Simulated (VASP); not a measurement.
# PbF2 (Fluorocronite) (Fm-3m) in VASP: further runs

One crystal, PbF2 (Fluorocronite), is run at these levels: PBEsol, PBE; tasks: equation of state.

Program: VASP 6.6.1. These are calculated values, not measurements. Logs are shortened: lines on timing, memory, paths and dates and some standing lists are left out, and cuts for length are marked.

## 1. The crystal as given

The structure is cubic, space group Fm-3m (No. 225). Conventional cell: a = 5.927 Å, b = 5.927 Å, c = 5.927 Å, α = 90.00°, β = 90.00°, γ = 90.00°. Around Pb (site symmetry m-3m) lie 8 F at 2.57 Å. F (site symmetry -43m) is surrounded by 4 Pb at 2.57 Å.

## 2. Equation of state, PBEsol, 16.31 Å³/atom (volume scaled by 0.94)

Input file INCAR:

```
SYSTEM = PbF2
ALGO = Normal ; EDIFF = 1E-7
ENCUT = 520 ; GGA = PS
ISIF = 2 ; ISMEAR = -1
LASPH = .True. ; LCHARG = .False.
LREAL = .False. ; LWAVE = .False.
NBANDS = 21 ; NELM = 100
PREC = Accurate ; SIGMA = 0.05
```

Input file KPOINTS:

```
k-points
0
Gamma
  8 8 8
  0 0 0
```

Input file POSCAR:

```
PbF2
1.0
    0.0000000000      2.9031601670      2.9031601670
    2.9031601670      0.0000000000      2.9031601670
    2.9031601670      2.9031601670      0.0000000000
Pb F
1 2
Direct
    0.0000000000      0.0000000000      0.0000000000
    0.7500000000      0.7500000000      0.7500000000
    0.2500000000      0.2500000000      0.2500000000
```

Potentials or basis: VASP PAW PBE potentials, release 64 (Pb_d, F).

Run with:

```bash
cat potpaw_PBE.64/Pb_d/POTCAR potpaw_PBE.64/F/POTCAR > POTCAR
mpirun -np 1 vasp_std > vasp.out
```

OUTCAR:

```text
SYSTEM = PbF2
   EDIFF = 1E-7
   ENCUT = 520
   GGA = PS
   ISIF = 2
   ISMEAR = -1
   LASPH = .True.
   LREAL = .False.
   NELM = 100
   PREC = Accurate

 Found     29 irreducible k-points:

 Following reciprocal coordinates:
            Coordinates               Weight
  0.000000  0.000000  0.000000      1.000000
  0.125000  0.000000  0.000000      8.000000
  0.250000  0.000000  0.000000      8.000000
  0.375000  0.000000  0.000000      8.000000
  0.500000  0.000000  0.000000      4.000000
  0.125000  0.125000  0.000000      6.000000
   k-points           NKPTS =     29   k-points in BZ     NKDIM =     29   number of bands    NBANDS=     21
   number of dos      NEDOS =    301   number of ions     NIONS =      3
   total plane-waves  NPLWV =  32768
   dimension x,y,z NGX =    32 NGY =   32 NGZ =   32
   dimension x,y,z NGXF=    64 NGYF=   64 NGZF=   64
   ions per type =               1   2
   NGX,Y,Z   is equivalent  to a cutoff of  12.96, 12.96, 12.96 a.u.
   NGXF,Y,Z  is equivalent  to a cutoff of  25.91, 25.91, 25.91 a.u.
 SYSTEM =  PbF2
   PREC   = accura    normal or accurate (medium, high low for compatibility)
   ISTART =      0    job   : 0-new  1-cont  2-samecut
   ICHARG =      2    charge: 1-file 2-atom 10-const
   ISPIN  =      1    spin polarized calculation?
   LNONCOLLINEAR =      F non collinear calculations
   LSORBIT =      F    spin-orbit coupling
   LASPH  =      T    aspherical Exc in radial PAW
   ENCUT  =  520.0 eV  38.22 Ry    6.18 a.u.   7.63  7.63  7.63*2*pi/ulx,y,z
   NELM   =    100;   NELMIN=  2; NELMDL= -5     # of ELM steps
   EDIFF  = 0.1E-06   stopping-criterion for ELM
   LREAL  =      F    real-space projection
   EDIFFG = 0.1E-05   stopping-criterion for IOM
   NSW    =      0    number of steps for IOM
   IBRION =     -1    ionic relax: 0-MD 1-quasi-New 2-CG
   NFREE  =      0    steps in history (QN), initial steepest desc. (CG)
   ISIF   =      2    stress and relaxation
   ISYM   =      2    0-nonsym 1-usesym 2-fastsym
   POTIM  = 0.5000    time-step for ionic-motion
   TEBEG  =    0.0;   TEEND  =   0.0 temperature during run
   PSTRESS=    0.0 pullay stress
   NELECT =      28.0000    total number of electrons
   NUPDOWN=      -1.0000    fix difference up-down
   EMIN   =  10.00;   EMAX   =-10.00  energy-range for DOS
   EFERMI =   0.00;   METHOD = LEGACY
   ISMEAR =    -1;   SIGMA  =   0.05  broadening in eV -4-tet -1-fermi 0-gaus
   EFERMI_NEDOS =   21; number of points for ismear=-14 and -15
   IALGO  =     38    algorithm
   IMIX   =      4    mixing-type and parameters
     AMIX     =   0.40;   BMIX     =  1.00
     AMIX_MAG =   1.60;   BMIX_MAG =  1.00
  volume/ion in A,a.u.               =      16.31       110.08
  Fermi-wavevector in a.u.,A,eV,Ry     =   1.359085  2.568298 25.131473  1.847111
  Thomas-Fermi vector in A             =   2.485863
   LORBIT       =      0    0 simple, 1 ext, 2 COOP (PROOUT), +10 PAW based schemes
   GGA     = PS    functional components
   LHFCALC =     F    Hartree Fock is set to
   AEXX    =    0.0000 exact exchange contribution
   IVDW    =     0    specifies the selected vdW correction
   LEPSILON=     F    determine dielectric tensor
   LRPA    =     F    only Hartree local field effects (RPA)
 non-spin polarized calculation
  energy-cutoff  :      520.00
  volume of cell :       48.94
 maximum number of plane-waves:      1363
 NGX is ok and might be reduce to    32
   NGX = 15   NGY = 15   NGZ = 15

 number of electron      27.9999985 magnetization

 Free energy of the ion-electron system (eV)
  ---------------------------------------------------
  ext. energy  EPLUGINS =         0.00000000
  ---------------------------------------------------
  free energy    TOTEN  =       -14.90618086 eV

  energy without entropy =      -14.90618086  energy(sigma->0) =      -14.90618086

 E-fermi :   3.6807     XC(G=0):  -9.9832

 val. band max:        2.5344879403   @ k =  -0.2500   0.5000   0.2500
 cond. band min:       6.8136686928   @ k =   0.5000   0.5000   0.0000
 fundamental gap:      4.2791807524
 Fermi energy:         3.6806637444

 k-point     1 :       0.0000    0.0000    0.0000
  band No.  band energies     occupation
      1     -18.9832      2.00000
      2     -18.2218      2.00000
      3     -11.9340      2.00000
      4     -11.9340      2.00000
      5     -11.9340      2.00000
      6     -11.8374      2.00000
[... 13 lines left out ...]
     20      17.6193      0.00000
     21      20.2946      0.00000

 k-point     2 :       0.1250    0.0000    0.0000
  band No.  band energies     occupation
      1     -18.9458      2.00000
      2     -18.2552      2.00000
      3     -11.9252      2.00000
      4     -11.9252      2.00000
      5     -11.8906      2.00000
      6     -11.8375      2.00000
[... 13 lines left out ...]
     20      17.2038      0.00000
     21      19.5949      0.00000

 k-point     3 :       0.2500    0.0000    0.0000
  band No.  band energies     occupation
      1     -18.8489      2.00000
      2     -18.3428      2.00000
      3     -11.9099      2.00000
      4     -11.9099      2.00000
      5     -11.8321      2.00000
      6     -11.8321      2.00000
[... 13 lines left out ...]
     20      16.6348      0.00000
     21      18.3480      0.00000

 k-point     4 :       0.3750    0.0000    0.0000
  band No.  band energies     occupation
      1     -18.7246      2.00000
      2     -18.4534      2.00000
      3     -11.9044      2.00000
      4     -11.9044      2.00000
      5     -11.8164      2.00000
      6     -11.8164      2.00000
[... 13 lines left out ...]
     20      16.3177      0.00000
     21      17.3609      0.00000

 k-point     5 :       0.5000    0.0000    0.0000
  band No.  band energies     occupation
      1     -18.6324      2.00000
      2     -18.5384      2.00000
      3     -11.9045      2.00000
      4     -11.9045      2.00000
      5     -11.8074      2.00000
      6     -11.8074      2.00000
[... 13 lines left out ...]
     20      16.2318      0.00000
     21      17.0053      0.00000

 k-point     6 :       0.1250    0.1250    0.0000
  band No.  band energies     occupation
      1     -18.9341      2.00000
      2     -18.2654      2.00000
      3     -11.9170      2.00000
      4     -11.9170      2.00000
      5     -11.8854      2.00000
      6     -11.8440      2.00000
[... 13 lines left out ...]
     20      17.7517      0.00000
     21      19.6853      0.00000

 [... further k-points ...]

------------------------ aborting loop because EDIFF is reached ----------------------------------------

  FORCE on cell =-STRESS in cart. coord.  units (eV):
  Direction    XX          YY          ZZ          XY          YZ          ZX
  --------------------------------------------------------------------------------------
  -------------------------------------------------------------------------------------
  Total        1.1683712      1.1683712      1.1683712      0.0000000      0.0000000      0.0000000
  in kB       38.2514977     38.2514977     38.2514977      0.0000000      0.0000000      0.0000000
  external PRESSURE =      38.2514977 kB  Pullay stress =       0.0000000 kB

 VOLUME and BASIS-vectors are now :
 -----------------------------------------------------------------------------
  energy-cutoff  :      520.00
  volume of cell :       48.94
      direct lattice vectors                 reciprocal lattice vectors
     0.000000000  2.903160167  2.903160167    -0.172226116  0.172226116  0.172226116
     2.903160167  0.000000000  2.903160167     0.172226116 -0.172226116  0.172226116
     2.903160167  2.903160167  0.000000000     0.172226116  0.172226116 -0.172226116

 POSITION                                       TOTAL-FORCE (eV/Angst)
 -----------------------------------------------------------------------------------
      0.00000      0.00000      0.00000         0.000000     -0.000000      0.000000
      4.35474      4.35474      4.35474        -0.000000     -0.000000     -0.000000
      1.45158      1.45158      1.45158         0.000000      0.000000      0.000000
 -----------------------------------------------------------------------------------
    total drift:                                0.000000     -0.000000      0.000000

  FREE ENERGIE OF THE ION-ELECTRON SYSTEM (eV)
  ---------------------------------------------------
  free  energy   TOTEN  =       -14.9061808617 eV

  energy  without entropy=      -14.9061808617  energy(sigma->0) =      -14.90618086
```

Run time: 22 s. Hardware: 1 thread of Intel Xeon Platinum 8488C (Sapphire Rapids), shared host; peak memory 0.18 GiB.

What came out:

```yaml
Free_energy: -14.9062 eV
Pressure: 3.8 GPa
Band_gap_on_the_k_mesh: 4.28 eV, indirect (least direct gap 4.44 eV)
```

Caveat: the PAW data sets were made with another functional, which shifts forces and pressure a little; spin-orbit coupling is left out, which as a rule narrows the gap of such compounds by several tenths of an eV.

## 3. Equation of state, PBEsol, 16.66 Å³/atom (volume scaled by 0.96)

INCAR is that of step 2.

KPOINTS is that of step 2.

Input file POSCAR:

```
PbF2
1.0
    0.0000000000      2.9236056305      2.9236056305
    2.9236056305      0.0000000000      2.9236056305
    2.9236056305      2.9236056305      0.0000000000
Pb F
1 2
Direct
    0.0000000000      0.0000000000      0.0000000000
    0.7500000000      0.7500000000      0.7500000000
    0.2500000000      0.2500000000      0.2500000000
```

Potentials or basis: VASP PAW PBE potentials, release 64 (Pb_d, F).

Run with:

```bash
cat potpaw_PBE.64/Pb_d/POTCAR potpaw_PBE.64/F/POTCAR > POTCAR
mpirun -np 1 vasp_std > vasp.out
```

Wall time 23 s (1 thread of Intel Xeon Platinum 8488C (Sapphire Rapids), shared host); peak memory 0.18 GiB.

It converged, with:

```
Free energy            : -14.9271 eV
Pressure               : 1.9 GPa
Band gap on the k mesh : 4.29 eV, indirect (least direct gap 4.45 eV)
```

Caveat: the PAW data sets were made with another functional, which shifts forces and pressure a little; spin-orbit coupling is left out, which as a rule narrows the gap of such compounds by several tenths of an eV.

## 4. Equation of state, PBEsol, 17.01 Å³/atom (volume scaled by 0.98)

INCAR is that of step 3.

KPOINTS is that of step 3.

Input file POSCAR:

```
PbF2
1.0
    0.0000000000      2.9437690651      2.9437690651
    2.9437690651      0.0000000000      2.9437690651
    2.9437690651      2.9437690651      0.0000000000
Pb F
1 2
Direct
    0.0000000000      0.0000000000      0.0000000000
    0.7500000000      0.7500000000      0.7500000000
    0.2500000000      0.2500000000      0.2500000000
```

Run with:

```bash
cat potpaw_PBE.64/Pb_d/POTCAR potpaw_PBE.64/F/POTCAR > POTCAR
mpirun -np 1 vasp_std > vasp.out
```

It took 25 s on 1 thread of Intel Xeon Platinum 8488C (Sapphire Rapids), shared host; peak memory 0.18 GiB.

Results (log left out):

| Quantity | Value |
| --- | --- |
| Free energy | -14.9360 eV |
| Pressure | 0.2 GPa |
| Band gap on the k mesh | 4.30 eV, indirect (least direct gap 4.45 eV) |

Caveat: the PAW data sets were made with another functional, which shifts forces and pressure a little; spin-orbit coupling is left out, which as a rule narrows the gap of such compounds by several tenths of an eV.

[end of part 1 of 2]
